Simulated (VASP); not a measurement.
# Zn3H: band structure with BLYP

Crystal: Zn3H.

```
Zn H
1.0
     0.00000    2.99658    2.99658
     2.99658    0.00000    2.99658
     2.99658    2.99658    0.00000
Zn H
3 1
Direct
  0.50000 0.50000 0.50000
  0.25000 0.25000 0.25000
  0.75000 0.75000 0.75000
  0.00000 0.00000 0.00000
```

The cell was built by a generator and needn't be a form met in nature.

```yaml
Program: VASP 6.6.1
Task: band structure
Functional: BLYP
Potentials_or_basis: VASP PAW PBE potentials, release 64 (Zn, H)
Cutoff: 520 eV
k_mesh: 6 × 6 × 6
Occupations: fermi-dirac, width 0.05 eV
Spin: no spin polarisation
Further_INCAR_settings: ALGO = Normal; EDIFF = 1e-07; NBANDS = 26
```

| Quantity | Value |
| --- | --- |
| Pressure | 5.6 GPa |
| Band gap along the path | none (metal or under the smearing width) |

Levels at the corners of the path, in eV from the Fermi level:
```
point  band 17  band 18  band 19  band 20  band 21  band 22
    Γ     0.21     3.48     3.48     3.48     3.50     4.30
    X    -4.69    -1.00    -0.95    -0.95    -0.08     9.01
    X    -4.69    -1.00    -0.95    -0.95    -0.08     9.01
    W    -4.00    -3.72    -3.72     2.41     4.90     4.90
    W    -4.00    -3.72    -3.72     2.41     4.90     4.90
    K    -4.45    -4.21    -0.31    -0.28     3.59     7.60
    K    -4.45    -4.21    -0.31    -0.28     3.59     7.60
    Γ     0.21     3.48     3.48     3.48     3.50     4.30
    Γ     0.21     3.48     3.48     3.48     3.50     4.30
    L    -5.69     0.37     1.97     1.97     2.78     4.01
    L    -5.69     0.37     1.97     1.97     2.78     4.01
    U    -4.45    -4.21    -0.31    -0.28     3.59     7.60
    U    -4.45    -4.21    -0.31    -0.28     3.59     7.60
    W    -4.00    -3.72    -3.72     2.41     4.90     4.90
    W    -4.00    -3.72    -3.72     2.41     4.90     4.90
    L    -5.69     0.37     1.97     1.97     2.78     4.01
    L    -5.69     0.37     1.97     1.97     2.78     4.01
    K    -4.45    -4.21    -0.31    -0.28     3.59     7.60
    U    -4.45    -4.21    -0.31    -0.28     3.59     7.60
    X    -4.69    -1.00    -0.95    -0.95    -0.08     9.01
```

Run time: 35 s on 1 thread of Intel(R) Xeon(R) 6975P-C (Granite Rapids), on a shared host, peak memory 0.18 GiB.

Caveat: the PAW data sets were made with another functional, which shifts forces and pressure a little.
